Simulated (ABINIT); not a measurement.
## A GW chain in ABINIT: RbBr (Fm-3m)

How does a plane-wave GW calculation on RbBr (Fm-3m) run from the first input to the gap?

Program: ABINIT 10.8.3. Level of theory: PBE and many-body steps on it, plane waves. Results are calculated unless marked as measured.

Most raw output is cut from this account.

The database entry behind the starting cell differs from later determinations by our own check (about 0.5 % short), so it need not match the best structure at ambient conditions.

### 1. The structure

Symmetry: Fm-3m, No. 225, cubic system. The conventional cell has a = 6.854 Å, b = 6.854 Å, c = 6.854 Å, α = 90.00°, β = 90.00°, γ = 90.00°. Nearest to Rb lie 6 Br at 3.43 Å. Nearest to Br lie 6 Rb at 3.43 Å. Farther neighbours and most contacts between anions are not listed.

The cell and positions come from the Crystallography Open Database and are kept as given unless a step says otherwise.

### 2. Ground state

This step: ABINIT 10.8.3; DFT, PBE, plane waves, norm-conserving pseudopotentials.

The ground-state density comes first.

File run.abi:

```
acell 3*1.0 Angstrom
rprim 
  0.000000000000 3.427000000000 3.427000000000
  3.427000000000 0.000000000000 3.427000000000
  3.427000000000 3.427000000000 -0.000000000000
ntypat 2
znucl 37 35
natom 2
typat 1 2
xred 
  0.000000000000 0.000000000000 0.000000000000
  0.500000000000 0.500000000000 0.500000000000
pp_dirpath "pseudos"
pseudos "Rb.upf, Br.upf"
ecut 19
ngkpt 6 6 6
nshiftk 1
shiftk 0 0 0
kptopt 1
chksymbreak 0
nband 13
occopt 1
tolvrs 1e-10
nstep 60
prtwf 0
optforces 0
optstress 0
indata_prefix "in"
outdata_prefix "out"
tmpdata_prefix "tmp"
```

Started as:

```console
$ OMP_NUM_THREADS=1 mpirun -n 4 abinit run.abi > log
```

It took 5.7 s on 4 MPI ranks of Arm Neoverse V1, shared host; peak memory 0.27 GiB; 23 s of CPU time.

This step gave:

| Item | Value |
| --- | --- |
| total energy | -1168.4050 eV |
| gap | 4.364 eV |
| k of the valence top | 0, 0, 0 |
| k of the conduction bottom | 0, 0, 0 |
| least direct gap | 4.364 eV |

The gap is direct, at Γ.

### 3. Bands along the symmetry lines

The cheap functional maps the bands first; the places of the edges decide which points the dearer methods must see.

File run.abi:

```
acell 3*1.0 Angstrom
rprim 
  0.000000000000 3.427000000000 3.427000000000
  3.427000000000 0.000000000000 3.427000000000
  3.427000000000 3.427000000000 -0.000000000000
ntypat 2
znucl 37 35
natom 2
typat 1 2
xred 
  0.000000000000 0.000000000000 0.000000000000
  0.500000000000 0.500000000000 0.500000000000
pp_dirpath "pseudos"
pseudos "Rb.upf, Br.upf"
ecut 19
iscf -2
irdden 1
kptopt 0
nkpt 50
kpt 
  0.00000000 0.00000000 0.00000000
  0.06250000 0.00000000 0.06250000
  0.12500000 0.00000000 0.12500000
  0.18750000 0.00000000 0.18750000
  0.25000000 0.00000000 0.25000000
  0.31250000 0.00000000 0.31250000
  0.37500000 0.00000000 0.37500000
  0.43750000 0.00000000 0.43750000
  0.50000000 0.00000000 0.50000000
  0.51562500 0.03125000 0.51562500
  0.53125000 0.06250000 0.53125000
  0.54687500 0.09375000 0.54687500
  0.56250000 0.12500000 0.56250000
  0.57812500 0.15625000 0.57812500
  0.59375000 0.18750000 0.59375000
  0.60937500 0.21875000 0.60937500
  0.62500000 0.25000000 0.62500000
  0.37500000 0.37500000 0.75000000
  0.32812500 0.32812500 0.65625000
  0.28125000 0.28125000 0.56250000
  0.23437500 0.23437500 0.46875000
  0.18750000 0.18750000 0.37500000
  0.14062500 0.14062500 0.28125000
  0.09375000 0.09375000 0.18750000
  0.04687500 0.04687500 0.09375000
  0.00000000 0.00000000 0.00000000
  0.06250000 0.06250000 0.06250000
  0.12500000 0.12500000 0.12500000
  0.18750000 0.18750000 0.18750000
  0.25000000 0.25000000 0.25000000
  0.31250000 0.31250000 0.31250000
  0.37500000 0.37500000 0.37500000
  0.43750000 0.43750000 0.43750000
  0.50000000 0.50000000 0.50000000
  0.50000000 0.46875000 0.53125000
  0.50000000 0.43750000 0.56250000
  0.50000000 0.40625000 0.59375000
  0.50000000 0.37500000 0.62500000
  0.50000000 0.34375000 0.65625000
  0.50000000 0.31250000 0.68750000
  0.50000000 0.28125000 0.71875000
  0.50000000 0.25000000 0.75000000
  0.50000000 0.21875000 0.71875000
  0.50000000 0.18750000 0.68750000
  0.50000000 0.15625000 0.65625000
  0.50000000 0.12500000 0.62500000
  0.50000000 0.09375000 0.59375000
  0.50000000 0.06250000 0.56250000
  0.50000000 0.03125000 0.53125000
  0.50000000 0.00000000 0.50000000
istwfk *1
nband 15
nbdbuf 2
tolwfr 1e-08
nstep 40
prtwf 0
prtvol 0
indata_prefix "in"
outdata_prefix "out"
tmpdata_prefix "tmp"
```

The job ended after 8.9 s (4 MPI ranks; peak memory 0.26 GiB; 35 s of CPU time).

Numbers from this step:

```yaml
gap: 4.364 eV
k_of_the_valence_top: 0, 0, 0
k_of_the_conduction_bottom: 0, 0, 0
least_direct_gap: 4.364 eV
```

The gap is 4.364 eV, as in the run before at this level.

Electronic bands along the path, in eV, zero at the top of the highest filled band; v1 is the highest filled band, c1 the lowest empty one:

```csv
point,v4,v3,v2,v1,c1,c2,c3,c4
Γ,-8.50,0.00,0.00,0.00,4.36,7.29,7.29,7.29
halfway,-8.49,-0.60,-0.10,-0.10,5.72,6.25,8.62,8.76
X,-8.57,-0.47,-0.16,-0.16,5.62,7.13,9.20,9.21
halfway,-8.56,-0.46,-0.26,-0.19,5.82,7.40,8.82,9.28
U,-8.53,-0.49,-0.41,-0.26,6.35,8.13,8.16,8.86
jump to K,-8.53,-0.49,-0.41,-0.26,6.35,8.13,8.16,8.86
halfway,-8.46,-0.67,-0.28,-0.15,6.03,6.98,8.06,8.80
Γ,-8.50,0.00,0.00,0.00,4.36,7.29,7.29,7.29
halfway,-8.47,-0.56,-0.18,-0.18,5.63,7.15,8.01,8.01
L,-8.45,-0.99,-0.35,-0.35,6.82,7.72,9.49,9.49
halfway,-8.48,-0.76,-0.35,-0.33,6.98,7.42,8.88,9.00
W,-8.48,-0.49,-0.35,-0.35,7.09,7.09,8.27,8.62
halfway,-8.52,-0.44,-0.33,-0.22,6.02,7.60,8.43,9.14
X,-8.57,-0.47,-0.16,-0.16,5.62,7.13,9.20,9.21
```

### 4. Empty states on the mesh, 4×4×4 mesh, 457 bands

The sums over transitions need many empty states on a uniform mesh; this step solves for them.

File run.abi:

```
acell 3*1.0 Angstrom
rprim 
  0.000000000000 3.427000000000 3.427000000000
  3.427000000000 0.000000000000 3.427000000000
  3.427000000000 3.427000000000 -0.000000000000
ntypat 2
znucl 37 35
natom 2
typat 1 2
xred 
  0.000000000000 0.000000000000 0.000000000000
  0.500000000000 0.500000000000 0.500000000000
pp_dirpath "pseudos"
pseudos "Rb.upf, Br.upf"
ecut 19
ngkpt 4 4 4
nshiftk 1
shiftk 0 0 0
kptopt 1
chksymbreak 0
irdden 1
istwfk *1
nband 457
prtvol 0
optdriver 6
gwr_task "HDIAGO"
paral_kgb 0
occopt 1
indata_prefix "in"
outdata_prefix "out"
tmpdata_prefix "tmp"
```

The job ended after 22 s (4 MPI ranks; peak memory 1.3 GiB).

This step gave:

```
gap                                                           : 4.364 eV
k of the valence top                                          : 0, 0, 0
k of the conduction bottom                                    : 0, 0, 0
least direct gap                                              : 4.364 eV
k points computed                                             : 8
lowest point of the top converged band, above the valence top : 175.7721 eV
```

On this mesh the gap is 4.364 eV.

### 5. Screening, 4×4×4 mesh, 449 bands, screening to 239.5 eV

The RPA dielectric matrix is built and inverted for each q.

This step: RPA screening on PBE, plane waves, norm-conserving pseudopotentials.

Edit run.abi of step 4 so:

```diff
@@ -20,10 +20,11 @@
 chksymbreak 0
-irdden 1
 istwfk *1
-nband 457
-prtvol 0
-optdriver 6
-gwr_task "HDIAGO"
-paral_kgb 0
 occopt 1
+irdwfk 1
+optdriver 3
+nband 449
+ecuteps 8.8
+inclvkb 2
+awtr 1
+symchi 1
 indata_prefix "in"
```

Wall time 4.6 min (4 MPI ranks); peak memory 2.2 GiB.

This step gave:

```yaml
eps_infinity_with_local_fields_on_this_mesh_along_the_program_s_q_direction: 2.365
the_same_without_local_fields: 2.844
plasma_frequency: 16.56 eV
plane_waves_in_the_screening_matrix: 645
```

Local fields lower ε∞ by 17 %.

### 6. Self-energy, 4×4×4 mesh, 449 bands, screening to 239.5 eV

The self-energy is evaluated for the states that the input lists, and the levels follow from it, in one-shot runs by the linearised quasiparticle equation.

This step: G0W0 on PBE, plane waves, norm-conserving pseudopotentials.

Edit run.abi of step 5 so:

```diff
@@ -23,8 +23,15 @@
 irdwfk 1
-optdriver 3
+optdriver 4
 nband 449
+gwcalctyp 0
+ecutsigx 19
+symsigma 1
+nkptgw 1
+kptgw 
+  0.0000000000 0.0000000000 0.0000000000
+bdgw 
+  6 12
 ecuteps 8.8
-inclvkb 2
-awtr 1
-symchi 1
+irdscr 1
+ppmodel 1
 indata_prefix "in"
```

The job ended after 2.1 min (4 MPI ranks; peak memory 2.8 GiB).

Numbers from this step:

```
G0W0 gap on the points computed              : 6.867 eV
starting gap on the mesh                     : 4.364 eV
k of the valence top                         : 0, 0, 0
k of the conduction bottom                   : 0, 0, 0
Z at the valence top                         : 0.811
Z at the conduction bottom                   : 0.867
least direct G0W0 gap on the computed points : 6.867 eV
```

The gap on the mesh goes from 4.36 eV to 6.87 eV, a correction of +2.50 eV.

Limits: finite bands, cutoff and mesh; no spin-orbit coupling. v1 is the top filled band, c1 the lowest empty one. The levels before and after the correction (eV, zero at the valence-band top of each column):

|  | conduction bottom | valence top |
| --- | --- | --- |
| Kohn-Sham | 4.36 | 0.00 |
| G0W0 | 6.87 | 0.00 |

```
             level  energy (eV)
Kohn-Sham  Γ v3-v1        0.000
Kohn-Sham     Γ c1        4.364
Kohn-Sham  Γ c2-c4        7.285
     G0W0  Γ v3-v1        0.000
     G0W0     Γ c1        6.867
     G0W0  Γ c2-c4       10.242
```

### 7. Where the time went

Times are wall times on 4 MPI ranks of Arm Neoverse V1, shared host, good to a factor of about two.

```
                          step     time  share  memory (GiB)
                  ground state    5.7 s    1 %          0.27
bands along the symmetry lines    8.9 s    2 %          0.26
      empty states on the mesh     22 s    5 %           1.3
                     screening  4.6 min   63 %           2.2
                   self-energy  2.1 min   28 %           2.8
```

### 8. What came out

```json
{
  "PBE gap": "4.36 eV, direct",
  "G0W0 gap on the mesh": "6.87 eV",
  "GW settings": "4×4×4 mesh, 449 bands, screening to 239.5 eV, Godby-Needs plasmon pole",
  "known limits": "not at the basis limit; no spin-orbit coupling"
}
```

G0W0 moves the gap on the mesh from 4.36 eV to 6.87 eV (+2.50 eV), with Z of 0.81 and 0.87 at the edges. Local fields lower the RPA ε∞ on this mesh from 2.84 to 2.37. Only 1 of the mesh's irreducible points was corrected, so a valley elsewhere could overtake. The dearest step here is «screening». Bands and cutoff are finite, so the gap is not at the basis limit. The miss can reach some tenths of an eV and take either sign; the mesh is an error of its own. In the G0W0 run levels were corrected at 1 k point alone, so a gap called «on the mesh» is the least over those, and an edge elsewhere would be missed. The many-body steps are scalar-relativistic: spin-orbit coupling is not in them.

[Paths, hosts, dates, memory and timing lines, banners, echoed tables and standing remarks are left out of the program output.]

[Logs are printed without paths, hosts, clocks, repeated set-up lines and the standing remarks that a program may print on its own settings, such as how far it seeks lower states.]

[Runs of the session that timed out or met a known fault of the program may be left out.]

[Hosts, paths, dates, database ids (printed as entryN), source tags and the programs' standing remarks are cut or masked in the printed files.]

[G0W0 gaps are taken among the corrected bands and points alone; a level outside them can change the order at an edge.]

[Where Ansatz stands beside ABINIT at settings called matched, ABINIT's density can come from a denser mesh and the files from another edition; pairs whose starting gaps differed by over 0.03 eV were left out, so agreement reads better than it is.]
